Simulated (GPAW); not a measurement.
# Be2C (Fm-3m) in GPAW: further runs

One crystal, Be2C, is run at these levels: PBE; tasks: dielectric tensor, band structure.

Program: GPAW 26.7.0. These are calculated values, not measurements. Logs are shortened: lines on timing, memory, paths and dates and some standing lists are left out, and cuts for length are marked. The log counts tension as positive stress, the text compression.

## Step 1: The structure

It takes space group Fm-3m (No. 225, cubic). Conventional cell: a = 4.330 Å, b = 4.330 Å, c = 4.330 Å, α = 90.00°, β = 90.00°, γ = 90.00°. Around C (site symmetry m-3m) lie 8 Be at 1.87 Å. Around Be (site symmetry -43m) lie 4 C at 1.87 Å.

## Step 2: Dielectric tensor, PBE

run.py reads:

```python
import numpy as np
from ase import Atoms
from ase.dft.bandgap import bandgap
from ase.io import write
from gpaw import GPAW, PW
from gpaw.response.df import DielectricFunction

atoms = Atoms(['C', 'Be', 'Be'],
              cell=[[0.0, 2.165, 2.165],
                    [2.165, 0.0, 2.165],
                    [2.165, 2.165, 0.0]],
              scaled_positions=[[0.0, 0.0, 0.0],
                                [0.75, 0.75, 0.75],
                                [0.25, 0.25, 0.25]],
              pbc=True)

calc = GPAW(mode=PW(600),
            xc='PBE',
            kpts={'size': (9, 9, 9), 'gamma': True},
            occupations={'name': 'fermi-dirac', 'width': 0.001},
            nbands=12,
            convergence={'density': 1e-06},
            maxiter=150,
            txt='gpaw.txt')
atoms.calc = calc
energy = atoms.get_potential_energy()
calc.write('gs.gpw')
write('result.traj', atoms)
print(f'Energy: {energy:.6f} eV')
print('Fermi level:', round(calc.get_fermi_level(), 4), 'eV')
print(f'Gap: {bandgap(calc)[0]:.4f} eV, direct: {bandgap(calc, direct=True)[0]:.4f} eV')

for size in [(19, 19, 19), (27, 27, 27)]:
    name = 'x'.join(str(n) for n in size)
    dense = calc.fixed_density(kpts={'size': size, 'gamma': True},
                               nbands=40, convergence={'bands': 34, 'eigenstates': 1e-7},
                               update_fermi_level=True, txt=f'dense-{name}.txt')
    dense.write(f'{name}.gpw', mode='all')
    df = DielectricFunction(f'{name}.gpw', frequencies=np.array([0.0]), hilbert=False, eta=0.001,
                            ecut=80, nbands=34, intraband=False, txt=f'df-{name}.txt')
    for xc in ['RPA', 'LR0.1', 'LR0.2']:
        for direction in ['x', 'y', 'z', [0, 1, 1], [1, 0, 1], [1, 1, 0]]:
            e0, e = df.get_macroscopic_dielectric_constant(xc=xc, direction=direction)
            print(f'{name} {xc} {direction}: {e0:.4f} without, {e:.4f} with local fields')
```

Potentials or basis: GPAW PAW data sets (gpaw-data 1.2.1), pw.

On the command line:

```console
$ OMP_NUM_THREADS=1 python run.py
```

gpaw.txt:

```text
__  _  _
 | _ |_)|_||  |
 |__||  | ||/\| - 26.7.0

Input parameters:
  mode=PW(ecut=600.0),
  convergence={'density': 1e-06},
  kpts=MonkhorstPack(size=(9, 9, 9), gamma=True),
  maxiter=150,
  nbands=12,
  occupations=Occupations(name='fermi-dirac', width=0.001),
  xc=XC(name='PBE')

Diagonalizing LCAO Hamiltonian
Converting LCAO to pw mode

                 Be

          Be

       C

Atoms  # Å, Bohr magnetons
|   | symbol |        x |        y |        z |    initial magnetic moments |
|---|--------|----------|----------|----------|-----------------------------|
| 0 |      C | 0.000000 | 0.000000 | 0.000000 | ( 0.0000,  0.0000,  0.0000) |
| 1 |     Be | 3.247500 | 3.247500 | 3.247500 | ( 0.0000,  0.0000,  0.0000) |
| 2 |     Be | 1.082500 | 1.082500 | 1.082500 | ( 0.0000,  0.0000,  0.0000) |

Unit cell  # Å
| periodic |        x |        y |        z |  lengths |    angles |
|----------|----------|----------|----------|----------|-----------|
|      yes | 0.000000 | 2.165000 | 2.165000 | 3.061772 | 60.000000 |
|      yes | 2.165000 | 0.000000 | 2.165000 | 3.061772 | 60.000000 |
|      yes | 2.165000 | 2.165000 | 0.000000 | 3.061772 | 60.000000 |

Number of symmetries: 48
Symmetry operations  # r_c * U_cc + t_c -> r_c
|    | kind |            matrix            |
|----|------|------------------------------|
|  0 |  σ   |  1, 0, 0,  1, 0,-1,  1,-1, 0 |
|  1 |  C2  |  1, 0, 0,  1,-1, 0,  1, 0,-1 |
|  2 |  E   |  1, 0, 0,  0, 1, 0,  0, 0, 1 |
|  3 |  σ   |  1, 0, 0,  0, 0, 1,  0, 1, 0 |
|  4 |  C4  |  1, 0,-1,  1, 0, 0,  1,-1, 0 |
|  5 |  S6  |  1, 0,-1,  1,-1, 0,  1, 0, 0 |
|  6 |  σ   |  1, 0,-1,  0, 1,-1,  0, 0,-1 |
|  7 |  C3  |  1, 0,-1,  0, 0,-1,  0, 1,-1 |
|  8 |  S6  |  1,-1, 0,  1, 0, 0,  1, 0,-1 |
|  9 |  C4  |  1,-1, 0,  1, 0,-1,  1, 0, 0 |
| 10 |  C3  |  1,-1, 0,  0,-1, 1,  0,-1, 0 |
| 11 |  σ   |  1,-1, 0,  0,-1, 0,  0,-1, 1 |
| 12 |  σ   |  0, 1, 0,  1, 0, 0,  0, 0, 1 |
| 13 |  C4  |  0, 1, 0,  0, 1,-1, -1, 1, 0 |
| 14 |  C3  |  0, 1, 0,  0, 0, 1,  1, 0, 0 |
| 15 |  S6  |  0, 1, 0, -1, 1, 0,  0, 1,-1 |
| 16 |  C2  |  0, 1,-1,  1, 0,-1,  0, 0,-1 |
| 17 |  σ   |  0, 1,-1,  0, 1, 0, -1, 1, 0 |
| 18 |  S4  |  0, 1,-1,  0, 0,-1,  1, 0,-1 |
| 19 |  C4  |  0, 1,-1, -1, 1, 0,  0, 1, 0 |
| 20 |  C3  |  0, 0, 1,  1, 0, 0,  0, 1, 0 |
| 21 |  σ   |  0, 0, 1,  0, 1, 0,  1, 0, 0 |
| 22 |  S6  |  0, 0, 1,  0,-1, 1, -1, 0, 1 |
| 23 |  C4  |  0, 0, 1, -1, 0, 1,  0,-1, 1 |
| 24 |  S4  |  0, 0,-1,  1, 0,-1,  0, 1,-1 |
| 25 |  C3  |  0, 0,-1,  0, 1,-1,  1, 0,-1 |
| 26 |  C2  |  0, 0,-1,  0,-1, 0, -1, 0, 0 |
| 27 |  S6  |  0, 0,-1, -1, 0, 0,  0,-1, 0 |
| 28 |  S4  |  0,-1, 1,  1,-1, 0,  0,-1, 0 |
| 29 |  C4  |  0,-1, 1,  0, 0, 1, -1, 0, 1 |
| 30 |  C2  |  0,-1, 1,  0,-1, 0,  1,-1, 0 |
| 31 |  σ   |  0,-1, 1, -1, 0, 1,  0, 0, 1 |
| 32 |  C3  |  0,-1, 0,  1,-1, 0,  0,-1, 1 |
| 33 |  S6  |  0,-1, 0,  0, 0,-1, -1, 0, 0 |
| 34 |  S4  |  0,-1, 0,  0,-1, 1,  1,-1, 0 |
| 35 |  C2  |  0,-1, 0, -1, 0, 0,  0, 0,-1 |
| 36 |  C2  | -1, 1, 0,  0, 1, 0,  0, 1,-1 |
| 37 |  S6  | -1, 1, 0,  0, 1,-1,  0, 1, 0 |
| 38 |  S4  | -1, 1, 0, -1, 0, 1, -1, 0, 0 |
| 39 |  C3  | -1, 1, 0, -1, 0, 0, -1, 0, 1 |
| 40 |  S6  | -1, 0, 1,  0, 0, 1,  0,-1, 1 |
| 41 |  C2  | -1, 0, 1,  0,-1, 1,  0, 0, 1 |
| 42 |  C3  | -1, 0, 1, -1, 1, 0, -1, 0, 0 |
| 43 |  S4  | -1, 0, 1, -1, 0, 0, -1, 1, 0 |
| 44 |  C2  | -1, 0, 0,  0, 0,-1,  0,-1, 0 |
| 45 |  i   | -1, 0, 0,  0,-1, 0,  0, 0,-1 |
| 46 |  σ   | -1, 0, 0, -1, 1, 0, -1, 0, 1 |
| 47 |  C2  | -1, 0, 0, -1, 0, 1, -1, 1, 0 |

BZ-sampling:
  Number of BZ points: 729
  Number of IBZ points: 35

  Monkhorst-Pack size: [9, 9, 9]
  Monkhorst-Pack shift: [0, 0, 0]

K-points  # in reciprocal-cell coordinates
|     |                                coordinates |     weight |
|-----|--------------------------------------------|------------|
|   0 | (  0.00000000,   0.00000000,   0.00000000) | 0.00137174 |
|   1 | (  0.11111111,   0.11111111,   0.00000000) | 0.00823045 |
|   2 | (  0.11111111,   0.11111111,   0.11111111) | 0.01097394 |
|   3 | (  0.22222222,   0.11111111,   0.11111111) | 0.01646091 |
|   4 | (  0.22222222,   0.22222222,   0.00000000) | 0.00823045 |
|   5 | (  0.22222222,   0.22222222,   0.11111111) | 0.03292181 |
|   6 | (  0.22222222,   0.22222222,   0.22222222) | 0.01097394 |
|   7 | (  0.33333333,   0.22222222,   0.11111111) | 0.03292181 |
|   8 | (  0.33333333,   0.22222222,   0.22222222) | 0.03292181 |
|   9 | (  0.33333333,   0.33333333,  -0.33333333) | 0.01646091 |
| ... |                                            |            |
|  34 | (  0.44444444,   0.44444444,   0.44444444) | 0.01097394 |

Plane wave coefficients: 688
Cutoff: 600.0 eV

Spin-components: 1 (collinear spins)
Bands:           12
Projectors:      11
Spin-degeneracy: 2
Datatype:        complex128

Parallelization:
  kpt:    1
  domain: 1
  band:   1

Density:
  Valence electrons: 8.0
  Components: 1
  Grid points: [18 18 18]
  Charge: 0.0  # |e|

Potential:
  Grid points: [18 18 18]

species:
  C:
    name:    Carbon
    Z:       6.0
    valence: 4
    core:    2
    charge:  0.0  # [|e|]
    compensation charges:
      type: gauss
      rc: 0.20  # [Å]
      lmax: 2
    cutoffs:
      filter: 1.14  # [Å]
      core: 1.14  # [Å]
    projectors
    | kind |    occ | energy [eV] | rcut [Å] |
    |------|--------|-------------|----------|
    |   2s |  2.000 |     -13.751 |    0.635 |
    |   2p |  2.000 |      -5.284 |    0.635 |
    |    s |        |      13.461 |    0.635 |
    |    p |        |      21.927 |    0.635 |
    |    d |        |       0.000 |    0.635 |

    Using partial waves for C as LCAO basis

  Be:
    name:    Beryllium
    Z:       4.0
    valence: 2
    core:    2
    charge:  0.0  # [|e|]
    compensation charges:
      type: gauss
      rc: 0.25  # [Å]
      lmax: 2
    cutoffs:
      filter: 1.42  # [Å]
      core: 1.77  # [Å]
    projectors
    | kind |    occ | energy [eV] | rcut [Å] |
    |------|--------|-------------|----------|
    |   2s |  2.000 |      -5.610 |    0.794 |
    |   2p |  0.000 |      -2.018 |    0.794 |
    |    s |        |      21.602 |    0.794 |

    Using partial waves for Be as LCAO basis

Reference energy: -1823.998063  # eV

eigensolver:
  PPCG
  Converge bands: occupied
  niter=2

density mixing:
  MSR1-Mixer
  Pratt-step length: 0.05
  Maximum mixing coefficient: 0.75
  Old densities: 10
  SVD Regularization: 0.005
  Good broyden scale: 1.0
  Trust region scale: 1.0
  Backstep threshold: 4.0
  History deletion threshold: 6.0
  Fourier metric: weight=20.0, sigma=0.015

occupation numbers:
  Fermi-Dirac:
    width: 0.0010  # eV

poisson solver:
  ecut: 4800.0  # eV

xc functional:
  name: PBE with 2 nearest neighbor stencil

convergence criteria:
- Maximum integral of absolute [dens]ity change: 1e-06 electrons / valence electron
- Maximum [total energy] change in last 3 cyles: 0.0005 eV / valence electron
- Maximum integral of absolute [eigenst]ate change: 4e-08 eV^2 / valence electron
maximum number of iterations: 150

SCF iterations
|iter     | |      energy | eigst |  dens |
|---------|-|-------------|-------|-------|
|iter:   1| |  -18.117489 | +0.07 |       |
|iter:   2| |  -17.916403 | -2.70 | -0.70 |
|iter:   3| |  -17.243970 | -1.49 | -0.74 |
|iter:   4| |  -17.248970 | -3.39 | -1.39 |
|iter:   5| |  -17.251564 | -3.83 | -1.76 |
|iter:   6| |  -17.251587c| -6.04 | -2.99 |
|iter:   7| |  -17.251589c| -7.29 | -3.44 |
|iter:   8| |  -17.251589c| -8.45c| -4.89 |
|iter:   9| |  -17.251589c| -9.02c| -5.34 |
|iter:  10| |  -17.251589c|-10.71c| -6.48c|

Converged in 10 steps
Energy contributions relative to reference atoms: (reference = -1823.998063)

Energy contributions:
  Kinetic:          15.873435
  Coulomb:         -11.451686
  Zero:             -0.102378
  External:          0.000000
  Xc:              -21.570961
  Entropy:          -0.000000
  Spinorbit:         0.000000
  ----------------------------
  Free energy:     -17.251589
  Extrapolated:    -17.251589

dipole moment: (-8.563361, -8.563361, -8.563361)  # |e|*Ang

Fermi level: 9.483
Eigenvalues  # (at kpt = [0.000, 0.000, 0.000])
| band index |      eig [eV] | occ [0-2] |
|------------|---------------|-----------|
|          0 |        -6.303 |     2.000 |
|          1 |         8.762 |     2.000 |
|          2 |         8.762 |     2.000 |
|          3 |         8.762 |     2.000 |
|          4 |        12.871 |     0.000 |
|          5 |        12.871 |     0.000 |
|          6 |        12.871 |     0.000 |
|          7 |        15.478 |     0.000 |
|          8 |        21.953 |     0.000 |
|          9 |        21.953 |     0.000 |
|         10 |        21.953 |     0.000 |
|         11 |        28.127 |     0.000 |

Gap: 1.305 eV
Transition (v -> c):
  (s=0, k=0, n=3, [0.00, 0.00, 0.00]) -> (s=0, k=30, n=4, [0.44, 0.44, 0.00])
Direct/indirect transitions are different
Direct gap: 4.109 eV
Transition at: (s=0, k=0, n=3, [0.00, 0.00, 0.00])
# Writing to gs.gpw (mode='')
```

Wall time 13 min (1 thread of Arm Neoverse V1, shared host); peak memory 0.69 GiB.

Results:

```yaml
Free_energy: -17.2516 eV
Band_gap_on_the_k_mesh: 1.30 eV, indirect (least direct gap 4.11 eV)
Electronic_dielectric_tensor_diagonal: 6.56
```

Electronic dielectric tensor:
```
6.56 0.00 0.00
0.00 6.56 0.00
0.00 0.00 6.56
```

Caveat: the long-wavelength limit can be off by a per cent or two; an odd mesh through Γ misses points on the zone boundary, where band edges often lie.

## Step 3: Band structure, PBE

run.py reads:

```python
from ase import Atoms
from ase.dft.bandgap import bandgap
from ase.io import write
from ase.units import GPa
from gpaw import GPAW, PW

atoms = Atoms(['C', 'Be', 'Be'],
              cell=[[0.0, 2.165, 2.165],
                    [2.165, 0.0, 2.165],
                    [2.165, 2.165, 0.0]],
              scaled_positions=[[0.0, 0.0, 0.0],
                                [0.75, 0.75, 0.75],
                                [0.25, 0.25, 0.25]],
              pbc=True)

calc = GPAW(mode=PW(800),
            xc='PBE',
            kpts={'size': (11, 11, 11), 'gamma': True},
            occupations={'name': 'fermi-dirac', 'width': 0.05},
            nbands=12,
            convergence={'density': 1e-05, 'energy': 1e-05},
            maxiter=150,
            txt='gpaw.txt')
atoms.calc = calc
energy = atoms.get_potential_energy()
forces = atoms.get_forces()
stress = atoms.get_stress()
calc.write('gs.gpw')
write('result.traj', atoms)
print(f'Energy: {energy:.6f} eV')
print('Forces (eV/A):')
print(forces.round(4))
print('Stress (GPa):', (stress / GPa).round(3))
print('Fermi level:', round(calc.get_fermi_level(), 4), 'eV')
print(f'Gap: {bandgap(calc)[0]:.4f} eV, direct: {bandgap(calc, direct=True)[0]:.4f} eV')

path = atoms.cell.bandpath('GXWKGLUWLK,UX', npoints=80, eps=1e-4)
bs_calc = calc.fixed_density(kpts=path, symmetry='off', nbands=20,
                             convergence={'bands': 'CBM+6.0', 'eigenstates': 1e-6}, txt='bands.txt')
bs = bs_calc.band_structure()
bs.write('bs.json')
print(f'Gap on the path: {bandgap(bs_calc)[0]:.4f} eV')
```

Potentials or basis: GPAW PAW data sets (gpaw-data 1.2.1), pw.

On the command line:

```console
$ OMP_NUM_THREADS=1 python run.py
```

It took 23 s on 1 thread of Arm Neoverse V1, shared host; peak memory 0.21 GiB.

The run converged. Its results:

```
Free energy             : -17.2618 eV
Pressure                : 2.5 GPa
Band gap on the k mesh  : 1.26 eV, indirect (least direct gap 4.11 eV)
Band gap along the path : 1.16 eV, indirect (least direct gap 4.11 eV)
```

Levels at the corners of the path, in eV from the valence-band top:
```tsv
point	band 2	band 3	band 4	band 5	band 6	band 7
Γ	0.00	0.00	0.00	4.11	4.11	4.11
X	-6.79	-4.75	-4.75	1.16	5.74	13.26
W	-6.28	-5.92	-5.92	5.73	8.13	9.55
K	-6.87	-6.31	-4.00	3.30	8.31	11.55
Γ	0.00	0.00	0.00	4.11	4.11	4.11
L	-8.74	-1.84	-1.84	5.00	5.00	7.00
U	-6.87	-6.31	-4.00	3.30	8.31	11.55
W	-6.28	-5.92	-5.92	5.73	8.13	9.55
L	-8.74	-1.84	-1.84	5.00	5.00	7.00
K	-6.87	-6.31	-4.00	3.30	8.31	11.55
U	-6.87	-6.31	-4.00	3.30	8.31	11.55
X	-6.79	-4.75	-4.75	1.16	5.74	13.26
```

Caveat: the mesh misses the band edges, which the band path finds closer together.
